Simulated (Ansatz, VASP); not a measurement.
# I in VASP and in Ansatz

File INCAR:

```
ALGO     = Normal         # electronic algorithm
EDIFF    = 1E-6           # SCF threshold, eV
ENCUT    = 520            # plane-wave cutoff, eV
GGA      = PE             # functional
ISIF     = 2              # what is computed and relaxed
ISMEAR   = -1             # smearing method
LASPH    = True           # aspherical terms in the spheres
LCHARG   = False          # write CHGCAR
LREAL    = False          # projectors in reciprocal space
LWAVE    = False          # write WAVECAR
NBANDS   = 10             # bands
NELM     = 60             # most SCF steps
PREC     = Accurate       # precision mode
SIGMA    = 0.05           # smearing width, eV
```

The input KPOINTS:

```
k-points
0
Gamma
  9 9 9
```

File POSCAR:

```
I
1.0
    0.0000000000      2.3336289500      3.8569979773
    2.1626168959      0.0000000000      3.8569979773
    2.1626168959      2.3336289500      0.0000000000
I
1
Direct
    0.0000000000      0.0000000000      0.0000000000
```

input.yaml

```yaml
crystal:
  lattice:
    - [0.0, 2.33362895, 3.8569979773]
    - [2.1626168959, 0.0, 3.8569979773]
    - [2.1626168959, 2.33362895, 0.0]
  atoms:
    - { symbol: I, position: [0.0, 0.0, 0.0] }
kpoints:
  mp_grid: { grid: [9, 9, 9] }
scf:
  occupations: { method: fermi_dirac, width: 0.05 }
hamiltonian:
  xc: pbe
  pseudopotentials: { kind: all_electron, lapw: { basis_error: 0.0005 } }
output:
  forces: true
  stress: true
  eigenvalues: true
```

Change from the starting cell: volume scaled by 0.96.

Alike in both runs: task single point; functional PBE; k mesh 9 × 9 × 9; occupations fermi-dirac, width 0.05 eV; no spin polarisation.

|  | VASP | Ansatz |
| --- | --- | --- |
| version | VASP 6.6.1 | Ansatz 0.2.0 |
| potentials or method | VASP PAW PBE potentials, release 64 (I) | all-electron LAPW, scalar-relativistic |
| plane-wave cutoff (eV) | 520 | see its input |

Ansatz gave:

| Item | Value |
| --- | --- |
| gap on the k mesh at the Fermi level (eV) | none |
| pressure (GPa) | 1.7 |
| largest component of the traceless stress (GPa) | 0.69 |

Question: Which values does VASP return?

Answer: gap on the k mesh at the Fermi level (eV): none; pressure (GPa): 1.6; largest component of the traceless stress (GPa): 0.64.

A gap of «none» marks a metal or a gap that the smearing closes. Ansatz ran all-electron here, so the differences hold the error of VASP's frozen core and of both bases.

Caveats: an odd number of electrons without spin polarisation forces a metal; a magnetic or distorted state may lie lower. Spin-orbit coupling is left out, which matters for the levels of I.
